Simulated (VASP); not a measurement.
# Al (Fm-3m) in VASP: further runs, part 3 of 3

VASP 6.6.1.

## 4. Band structure, AM05

Input file POSCAR:

```
Al
1.0
    0.0000000000      2.0248050000      2.0248050000
    2.0248050000      0.0000000000      2.0248050000
    2.0248050000      2.0248050000      0.0000000000
Al
1
Direct
    0.0000000000      0.0000000000      0.0000000000
```

Input file INCAR.step1:

```
SYSTEM = Al
ALGO = Normal ; EDIFF = 1E-6
ENCUT = 520 ; GGA = AM
ISIF = 2 ; ISMEAR = -1
LASPH = .TRUE. ; LCHARG = .TRUE.
LREAL = .FALSE. ; LWAVE = .FALSE.
NELM = 60 ; PREC = Accurate
SIGMA = 0.05
```

Input file KPOINTS.step1:

```
k-points
0
G
  11 11 11
  0 0 0
```

Input file INCAR.step2:

```
SYSTEM = Al
ALGO = Normal ; EDIFF = 1E-6
ENCUT = 520 ; GGA = AM
ICHARG = 11 ; ISIF = 2
ISMEAR = 0 ; LASPH = .TRUE.
LCHARG = .FALSE. ; LREAL = .FALSE.
LWAVE = .FALSE. ; NELM = 60
PREC = Accurate ; SIGMA = 0.05
```

Input file KPOINTS.step2:

```
path GXWKGLUWLK,UX
10
line-mode
reciprocal
 0.0000000000  0.0000000000  0.0000000000  G
 0.5000000000  0.0000000000  0.5000000000  X

 0.5000000000  0.0000000000  0.5000000000  X
 0.5000000000  0.2500000000  0.7500000000  W

 0.5000000000  0.2500000000  0.7500000000  W
 0.3750000000  0.3750000000  0.7500000000  K

 0.3750000000  0.3750000000  0.7500000000  K
 0.0000000000  0.0000000000  0.0000000000  G

 0.0000000000  0.0000000000  0.0000000000  G
 0.5000000000  0.5000000000  0.5000000000  L

 0.5000000000  0.5000000000  0.5000000000  L
 0.6250000000  0.2500000000  0.6250000000  U

 0.6250000000  0.2500000000  0.6250000000  U
 0.5000000000  0.2500000000  0.7500000000  W

 0.5000000000  0.2500000000  0.7500000000  W
 0.5000000000  0.5000000000  0.5000000000  L

 0.5000000000  0.5000000000  0.5000000000  L
 0.3750000000  0.3750000000  0.7500000000  K

 0.6250000000  0.2500000000  0.6250000000  U
 0.5000000000  0.0000000000  0.5000000000  X
```

Potentials or basis: VASP PAW PBE potentials, release 64 (Al).

The run is started by

```bash
$ cat potpaw_PBE.64/Al/POTCAR > POTCAR
$ cp INCAR.step1 INCAR
$ cp KPOINTS.step1 KPOINTS
$ mpirun -np 1 vasp_std > vasp.out
$ cp INCAR.step2 INCAR
$ cp KPOINTS.step2 KPOINTS
$ mpirun -np 1 vasp_std > vasp.out
```

OUTCAR:

```text
SYSTEM = Al
   EDIFF = 1E-6
   ENCUT = 520
   GGA = AM
   ICHARG = 11
   ISIF = 2
   ISMEAR = 0
   LASPH = .TRUE.
   LREAL = .FALSE.
   NELM = 60
   PREC = Accurate

 ion  position               nearest neighbor table
   1  0.000  0.000  0.000-

  LATTYP: Found a face centered cubic cell.
 ALAT       =     4.0496100000

  Lattice vectors:

 A1 = (   0.0000000000,   2.0248050000,   2.0248050000)
 A2 = (   2.0248050000,   0.0000000000,   2.0248050000)
 A3 = (   2.0248050000,   2.0248050000,   0.0000000000)

Analysis of symmetry for initial positions (statically):
=====================================================================
 Subroutine PRICEL returns:
 Original cell was already a primitive cell.

 Routine SETGRP: Setting up the symmetry group for a
 face centered cubic supercell.

 Subroutine GETGRP returns: Found 48 space group operations
 (whereof 48 operations were pure point group operations)
 out of a pool of 48 trial point group operations.

The static configuration has the point symmetry O_h .

Analysis of symmetry for dynamics (positions and initial velocities):
=====================================================================
 Subroutine PRICEL returns:
 Original cell was already a primitive cell.

 Routine SETGRP: Setting up the symmetry group for a
 face centered cubic supercell.

 Subroutine GETGRP returns: Found 48 space group operations
 (whereof 48 operations were pure point group operations)
 out of a pool of 48 trial point group operations.

The dynamic configuration has the point symmetry O_h .

 Subroutine INISYM returns: Found 48 space group operations
 (whereof 48 operations are pure point group operations),
 and found     1 'primitive' translations

[... 101 lines left out ...]
   ISMEAR =     0;   SIGMA  =   0.05  broadening in eV -4-tet -1-fermi 0-gaus
   EFERMI_NEDOS =   21; number of points for ismear=-14 and -15
   IALGO  =     38    algorithm
   IMIX   =      4    mixing-type and parameters
     AMIX     =   0.40;   BMIX     =  1.00
     AMIX_MAG =   1.60;   BMIX_MAG =  1.00
  volume/ion in A,a.u.               =      16.60       112.04
  Fermi-wavevector in a.u.,A,eV,Ry     =   0.925526  1.748991 11.654733  0.856599
  Thomas-Fermi vector in A             =   2.051390
   LORBIT       =      0    0 simple, 1 ext, 2 COOP (PROOUT), +10 PAW based schemes
   GGA     = AM    functional components
   LHFCALC =     F    Hartree Fock is set to
   AEXX    =    0.0000 exact exchange contribution
   IVDW    =     0    specifies the selected vdW correction
   LEPSILON=     F    determine dielectric tensor
   LRPA    =     F    only Hartree local field effects (RPA)
 non-spin polarized calculation
 Gauss-broadening in eV      SIGMA  =   0.05
  energy-cutoff  :      520.00
  volume of cell :       16.60
 maximum number of plane-waves:       459
 NGX is ok and might be reduce to    24

 number of electron       3.0000000 magnetization

 Free energy of the ion-electron system (eV)
  ---------------------------------------------------
  ext. energy  EPLUGINS =         0.00000000
  ---------------------------------------------------
  free energy    TOTEN  =        -1.88361386 eV

  energy without entropy =       -1.88252172  energy(sigma->0) =       -1.88306779

 E-fermi :   6.7629     XC(G=0): -10.2289

 val. band max:        6.7277199808   @ k =   0.5000   0.2778   0.7222
 cond. band min:       6.7655435165   @ k =   0.5833   0.1667   0.5833
 fundamental gap:      0.0378235357
 Fermi energy:         6.7628852084

 k-point     1 :       0.0000    0.0000    0.0000
  band No.  band energies     occupation
      1      -3.1804      2.00000
      2      20.4794      0.00000
      3      20.4794      0.00000
      4      20.4794      0.00000
      5      21.9528      0.00000
[... 177 lines left out ...]
 k-point    24 :       0.4583    0.2917    0.7500
  band No.  band energies     occupation
      1       6.4902      2.00000
      2       6.9472      0.00000
      3       7.9181      0.00000
      4      10.2897      0.00000
      5      21.0073      0.00000

 [... further k-points ...]

------------------------ aborting loop because EDIFF is reached ----------------------------------------

  FORCE on cell =-STRESS in cart. coord.  units (eV):
  Direction    XX          YY          ZZ          XY          YZ          ZX
  --------------------------------------------------------------------------------------
  -------------------------------------------------------------------------------------
  Total        0.5706855      0.5706855      0.5706855      0.0000000      0.0000000      0.0000000
  in kB       55.0716121     55.0716121     55.0716121      0.0000000      0.0000000      0.0000000
  external PRESSURE =      55.0716121 kB  Pullay stress =       0.0000000 kB

 VOLUME and BASIS-vectors are now :
 -----------------------------------------------------------------------------
  energy-cutoff  :      520.00
  volume of cell :       16.60
      direct lattice vectors                 reciprocal lattice vectors
     0.000000000  2.024805000  2.024805000    -0.246937359  0.246937359  0.246937359
     2.024805000  0.000000000  2.024805000     0.246937359 -0.246937359  0.246937359
     2.024805000  2.024805000  0.000000000     0.246937359  0.246937359 -0.246937359

 POSITION                                       TOTAL-FORCE (eV/Angst)
 -----------------------------------------------------------------------------------
      0.00000      0.00000      0.00000        -0.000000      0.000000      0.000000
 -----------------------------------------------------------------------------------
    total drift:                                0.000000     -0.000000     -0.000000

  FREE ENERGIE OF THE ION-ELECTRON SYSTEM (eV)
  ---------------------------------------------------
  free  energy   TOTEN  =        -1.8836138568 eV

  energy  without entropy=       -1.8825217197  energy(sigma->0) =       -1.88306779
```

OUTCAR.step1:

```text
SYSTEM = Al
   EDIFF = 1E-6
   ENCUT = 520
   GGA = AM
   ISIF = 2
   ISMEAR = -1
   LASPH = .TRUE.
[... 410 lines left out ...]
 -----------------------------------------------------------------------------------
      0.00000      0.00000      0.00000         0.000000     -0.000000     -0.000000
 -----------------------------------------------------------------------------------
    total drift:                                0.000000     -0.000000      0.000000

  FREE ENERGIE OF THE ION-ELECTRON SYSTEM (eV)
  ---------------------------------------------------
  free  energy   TOTEN  =        -4.0241107523 eV

  energy  without entropy=       -4.0201788311  energy(sigma->0) =       -4.02214479
```

OSZICAR.step1:

```text
N       E                     dE             d eps       ncg     rms          rms(c)
DAV:   1    -0.200632640829E+01   -0.20063E+01   -0.85044E+02   600   0.323E+02
DAV:   2    -0.403645911294E+01   -0.20301E+01   -0.18451E+01   745   0.294E+01
DAV:   3    -0.405961435380E+01   -0.23155E-01   -0.23129E-01   730   0.350E+00
DAV:   4    -0.405967214552E+01   -0.57792E-04   -0.57791E-04   740   0.190E-01
DAV:   5    -0.405967252884E+01   -0.38331E-06   -0.38431E-06   750   0.133E-02    0.147E+00
DAV:   6    -0.403871528007E+01    0.20957E-01   -0.31817E-03   700   0.404E-01    0.845E-01
DAV:   7    -0.402412809472E+01    0.14587E-01   -0.98634E-03   650   0.665E-01    0.151E-01
DAV:   8    -0.402411510832E+01    0.12986E-04   -0.29848E-05   685   0.627E-02    0.191E-02
DAV:   9    -0.402411092367E+01    0.41847E-05   -0.33274E-06   700   0.121E-02    0.182E-03
DAV:  10    -0.402411075228E+01    0.17138E-06   -0.79806E-09   385   0.104E-03
   1 F= -.40241108E+01 E0= -.40221448E+01  d E =-.393192E-02
```

It took 6.3 s on 1 thread of Intel Xeon Platinum 8488C (Sapphire Rapids), shared host; peak memory 0.13 GiB.

What came out:

| Item | Value |
| --- | --- |
| Band gap along the path | none (metal or under the smearing width) |

Levels at the corners of the path, in eV from the Fermi level:
```tsv
point	band 1	band 2	band 3	band 4	band 5
Γ	-11.09	12.57	12.57	12.57	14.04
X	-2.91	-1.61	5.24	5.57	5.57
X	-2.91	-1.61	5.24	5.57	5.57
W	-0.84	-0.84	0.11	1.14	15.76
W	-0.84	-0.84	0.11	1.14	15.76
K	-1.88	-1.38	-0.39	6.53	8.17
K	-1.88	-1.38	-0.39	6.53	8.17
Γ	-11.09	12.57	12.57	12.57	14.04
Γ	-11.09	12.57	12.57	12.57	14.04
L	-4.60	-4.34	11.37	11.38	11.39
L	-4.60	-4.34	11.37	11.38	11.39
U	-1.88	-1.38	-0.39	6.53	8.17
U	-1.88	-1.38	-0.39	6.53	8.17
W	-0.84	-0.84	0.11	1.14	15.76
W	-0.84	-0.84	0.11	1.14	15.76
L	-4.60	-4.34	11.37	11.38	11.39
L	-4.60	-4.34	11.37	11.37	11.39
K	-1.88	-1.38	-0.39	6.53	8.17
U	-1.88	-1.38	-0.39	6.53	8.17
X	-2.91	-1.61	5.24	5.57	5.57
```

Caveat: the log is that of the step along the path at fixed density, whose energy, stress, charges and moments have no meaning; the PAW data sets were made with another functional, which shifts forces and pressure a little.

## 5. Band structure, HSE03

POSCAR is that of step 4.

Input file INCAR.step1:

```
SYSTEM = Al
PREC = Accurate
ENCUT = 520
EDIFF = 1E-5
ISMEAR = -1
SIGMA = 0.05
LREAL = .False.
LASPH = .True.
NELM = 60
ALGO = Normal
ISIF = 2
LWAVE = .True.
LCHARG = .False.
NBANDS = 8
GGA = PE
```

Input file INCAR.step2:

```
SYSTEM = Al
PREC = Accurate
ENCUT = 520
EDIFF = 1E-7
ISMEAR = -1
SIGMA = 0.05
LREAL = .False.
LASPH = .True.
NELM = 60
ALGO = Normal
ISIF = 2
LWAVE = .False.
LCHARG = .False.
GGA = PE
LHFCALC = .True.
HFSCREEN = 0.3
PRECFOCK = Fast
NBANDS = 8
ISTART = 1
```

Input file KPOINTS:

```
regular mesh
0
Gamma
  6 6 6
  0 0 0
```

Input file KPOINTS_OPT:

```
path GXWKGLUWLK,UX
8
line-mode
reciprocal
 0.0000000000  0.0000000000  0.0000000000  G
 0.5000000000  0.0000000000  0.5000000000  X

 0.5000000000  0.0000000000  0.5000000000  X
 0.5000000000  0.2500000000  0.7500000000  W

 0.5000000000  0.2500000000  0.7500000000  W
 0.3750000000  0.3750000000  0.7500000000  K

 0.3750000000  0.3750000000  0.7500000000  K
 0.0000000000  0.0000000000  0.0000000000  G

 0.0000000000  0.0000000000  0.0000000000  G
 0.5000000000  0.5000000000  0.5000000000  L

 0.5000000000  0.5000000000  0.5000000000  L
 0.6250000000  0.2500000000  0.6250000000  U

 0.6250000000  0.2500000000  0.6250000000  U
 0.5000000000  0.2500000000  0.7500000000  W

 0.5000000000  0.2500000000  0.7500000000  W
 0.5000000000  0.5000000000  0.5000000000  L

 0.5000000000  0.5000000000  0.5000000000  L
 0.3750000000  0.3750000000  0.7500000000  K

 0.6250000000  0.2500000000  0.6250000000  U
 0.5000000000  0.0000000000  0.5000000000  X
```

The run is started by

```bash
$ cat potpaw_PBE.64/Al/POTCAR > POTCAR
$ cp INCAR.step1 INCAR
$ mpirun -np 1 vasp_std > vasp.out
$ cp INCAR.step2 INCAR
$ mpirun -np 1 vasp_std > vasp.out
```

It took 98 s on 1 thread of Intel Xeon 6975P-C (Granite Rapids), shared host; peak memory 0.23 GiB.

The run converged. Its results:

| Property | Result |
| --- | --- |
| Free energy | -4.0888 eV |
| Pressure | -0.7 GPa |
| Band gap along the path | none (metal or under the smearing width) |

Levels at the corners of the path, in eV from the Fermi level:
| point | band 1 | band 2 | band 3 | band 4 | band 5 | band 6 |
| --- | --- | --- | --- | --- | --- | --- |
| Γ | -12.89 | 13.06 | 13.06 | 13.06 | 14.52 | 14.52 |
| X | -3.71 | -2.15 | 5.29 | 5.64 | 5.64 | 9.26 |
| X | -3.71 | -2.15 | 5.29 | 5.64 | 5.64 | 9.26 |
| W | -1.38 | -1.38 | -0.20 | 0.80 | 16.31 | 16.31 |
| W | -1.38 | -1.38 | -0.20 | 0.80 | 16.31 | 16.31 |
| K | -2.55 | -1.92 | -0.84 | 6.67 | 8.38 | 16.16 |
| K | -2.55 | -1.92 | -0.84 | 6.67 | 8.38 | 16.16 |
| Γ | -12.89 | 13.06 | 13.06 | 13.06 | 14.52 | 14.52 |
| Γ | -12.89 | 13.06 | 13.06 | 13.06 | 14.52 | 14.52 |
| L | -5.54 | -5.30 | 11.74 | 11.74 | 11.83 | 11.83 |
| L | -5.54 | -5.30 | 11.74 | 11.74 | 11.83 | 11.83 |
| U | -2.55 | -1.92 | -0.84 | 6.67 | 8.38 | 16.16 |
| U | -2.55 | -1.92 | -0.84 | 6.67 | 8.38 | 16.16 |
| W | -1.38 | -1.38 | -0.20 | 0.80 | 16.31 | 16.31 |
| W | -1.38 | -1.38 | -0.20 | 0.80 | 16.31 | 16.31 |
| L | -5.54 | -5.30 | 11.74 | 11.74 | 11.83 | 11.83 |
| L | -5.54 | -5.30 | 11.74 | 11.74 | 11.83 | 11.83 |
| K | -2.55 | -1.92 | -0.84 | 6.67 | 8.38 | 16.16 |
| U | -2.55 | -1.92 | -0.84 | 6.67 | 8.38 | 16.16 |
| X | -3.71 | -2.15 | 5.29 | 5.64 | 5.64 | 9.26 |

Caveat: the k mesh is coarse (spacing up to 0.45 Å⁻¹), so the values aren't converged, least of all with exact exchange; the PAW data sets were made with another functional, which shifts forces and pressure a little.

## 6. The reference run

An earlier run on the cell as given: functional PBE; potentials or basis VASP PAW PBE potentials, release 64 (Al); cutoff 520 eV; k mesh 11 × 11 × 11; occupations fermi-dirac, width 0.05 eV; no spin polarisation.

* Pressure: -0.5 GPa
* Band gap on the k mesh: none (metal or under the smearing width)

## 7. The runs side by side

| task | level | k mesh | grid for exact exchange (PRECFOCK) | mesh quality | pressure (GPa) |
| --- | --- | --- | --- | --- | --- |
| band structure | BLYP | 11 × 11 × 11 | - | not flagged | - |
| band structure | PW91 | 11 × 11 × 11 | - | not flagged | - |
| band structure | AM05 | 11 × 11 × 11 | - | not flagged | - |
| band structure | HSE03 | 6 × 6 × 6 | Fast | coarse | -0.7 |
| single point | PBE | 11 × 11 × 11 | - | not flagged | -0.5 |

Alike in all rows: potentials or basis VASP PAW PBE potentials, release 64 (Al); no spin polarisation; cell as given; cutoff (eV) 520; smearing fermi-dirac 0.05 eV.

Caveats: some runs use coarse meshes; the PAW data sets were made with another functional, which shifts forces and pressure a little (some runs).

Total energies depend on the potentials used, so only differences within one code and one set of settings carry meaning.
